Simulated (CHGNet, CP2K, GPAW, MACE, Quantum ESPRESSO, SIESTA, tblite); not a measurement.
# Twisted Ti2CO2 MXene bilayer, 21.79° (70 atoms): atom by atom

This is the built cell with every atom moved at random. Method: Kohn-Sham DFT, PBE, PAW, plane waves; plane waves 550 eV; levels smeared at 580 K (GPAW 26.7.0); Γ point.

Cell vectors (Å):

```
8.017 0.000 0.000
-4.008 6.943 0.000
0.000 0.000 23.630
```

Positions (Å):

```
1 C 3.940 6.898 8.235
2 Ti 0.531 1.580 9.550
3 Ti 1.686 0.354 6.863
4 O 1.723 0.337 10.396
5 O 0.532 1.630 5.994
6 C -0.570 2.995 8.204
7 Ti -0.098 4.714 9.577
8 Ti 1.161 3.214 6.872
9 O 1.096 3.342 10.451
10 O 0.002 4.628 6.000
11 C -1.167 5.906 8.161
12 Ti 3.397 0.712 9.445
13 Ti 0.592 6.281 6.934
14 O 0.559 6.256 10.458
15 O 3.369 0.647 6.012
16 C 2.346 1.935 8.197
17 Ti 2.824 3.653 9.530
18 Ti 4.007 2.281 6.839
19 O 4.009 2.276 10.467
20 O 2.826 3.616 6.000
21 C 1.697 4.977 8.176
22 Ti 2.333 6.620 9.474
23 Ti 3.467 5.240 6.866
24 O 3.492 5.282 10.384
25 O 2.239 6.641 5.990
26 C 5.103 1.043 8.292
27 Ti 5.602 2.650 9.622
28 Ti 6.946 1.329 6.965
29 O 6.933 1.317 10.450
30 O 5.747 2.769 6.033
31 C 4.544 4.006 8.150
32 Ti -2.854 5.610 9.498
33 Ti -1.714 4.330 6.860
34 O -1.783 4.341 10.506
35 O -2.876 5.686 5.959
36 C -1.746 5.037 15.373
37 Ti -0.536 6.245 16.631
38 Ti 0.047 4.639 14.056
39 O 0.094 4.602 17.515
40 O -0.540 6.322 13.166
41 C -3.981 6.940 15.351
42 Ti 1.123 1.320 16.710
43 Ti -2.287 6.704 14.113
44 O -2.233 6.598 17.551
45 O 1.143 1.335 13.266
46 C 0.628 3.086 15.427
47 Ti 1.652 4.300 16.789
48 Ti 2.297 2.718 14.126
49 O 2.298 2.628 17.666
50 O 1.769 4.284 13.238
51 C 1.175 5.977 15.343
52 Ti 6.268 0.361 16.666
53 Ti 2.857 5.543 14.119
54 O 2.874 5.639 17.609
55 O 6.265 0.337 13.200
56 C 2.869 1.069 15.397
57 Ti 4.081 2.230 16.738
58 Ti 4.597 0.701 14.105
59 O 4.553 0.719 17.660
60 O 4.070 2.336 13.116
61 C 3.450 3.962 15.398
62 Ti 4.642 5.373 16.702
63 Ti 5.179 3.650 14.127
64 O 5.129 3.577 17.594
65 O 4.573 5.259 13.180
66 C 5.759 1.963 15.480
67 Ti -1.084 3.277 16.714
68 Ti -0.550 1.667 14.040
69 O -0.574 1.570 17.628
70 O -1.174 3.377 13.156
```

Predict the forces.

Columns: atom, fx, fy, fz (forces in eV/Å).

```
1 0.686 1.247 -0.656
2 0.052 1.346 -0.436
3 0.865 -1.263 0.887
4 -0.351 -0.130 0.460
5 0.226 0.040 -0.975
6 -0.048 -0.522 -0.064
7 0.900 -0.654 -0.372
8 -0.886 1.646 1.287
9 0.431 -0.293 -0.444
10 0.232 0.182 -0.448
11 -0.338 0.904 1.015
12 0.413 -0.827 0.057
13 0.621 -1.026 -0.142
14 0.124 0.171 -0.271
15 0.501 0.451 -0.804
16 -0.844 0.800 -0.221
17 -0.809 0.415 -0.561
18 0.728 0.185 0.863
19 -0.739 0.521 0.375
20 0.370 -0.038 -1.038
21 0.286 -0.137 0.643
22 -1.245 -0.486 0.214
23 -0.581 0.140 0.635
24 -0.918 -0.323 0.743
25 0.055 0.187 -0.094
26 0.576 -0.060 -0.937
27 1.529 -0.166 -1.417
28 -1.218 0.208 0.611
29 -0.764 0.140 0.488
30 -0.739 -1.765 -0.934
31 -0.143 -0.315 1.033
32 0.032 -0.082 -0.633
33 0.984 -0.158 0.763
34 0.202 -0.108 -0.370
35 -0.190 -0.220 -0.489
36 1.048 -0.769 0.849
37 -0.537 0.690 -0.989
38 -1.034 0.537 0.338
39 -2.566 0.958 2.850
40 -0.134 -0.070 0.253
41 -0.097 0.931 0.842
42 0.887 0.148 -0.211
43 0.153 -1.386 -0.044
44 -0.050 0.614 1.191
45 -0.201 0.533 -1.646
46 -1.117 -1.215 -0.395
47 4.120 -0.819 -1.234
48 1.681 -0.751 1.230
49 -0.376 0.190 -0.345
50 -0.837 0.421 -1.705
51 -0.606 0.099 1.049
52 0.613 -1.091 -0.058
53 1.415 0.675 0.527
54 0.056 -0.066 -0.009
55 0.689 0.762 -0.325
56 0.017 -0.787 0.040
57 -1.115 1.585 -0.078
58 -0.349 -0.275 -0.664
59 0.449 -1.322 0.317
60 -0.199 -0.082 1.041
61 0.027 0.404 -0.671
62 -1.058 -1.684 -0.428
63 -1.109 0.641 -0.352
64 0.830 1.109 0.344
65 0.380 0.383 0.084
66 0.302 0.559 -1.062
67 -1.420 -0.761 -0.755
68 -0.906 -0.682 0.618
69 0.263 1.093 0.373
70 0.781 -0.583 0.219
```

The functional has no dispersion term, which matters for the binding between molecules or layers. The main run has no spin polarisation, so any moments at edges, vacancies or dangling bonds can't form in it. Only the Γ point is sampled, in a cell whose shortest periodic width is 7 Å.

The r.m.s. force component is 0.827 eV/Å; the longest force, 4.38 eV/Å, acts on Ti47.

[Logs are printed without paths, hosts, clocks, repeated set-up lines and the standing remarks that a program may print on its own settings, such as how far it seeks lower states.]

[Hosts, paths, dates, database ids (printed as entryN), source tags and the programs' standing remarks are cut or masked in the printed files.]
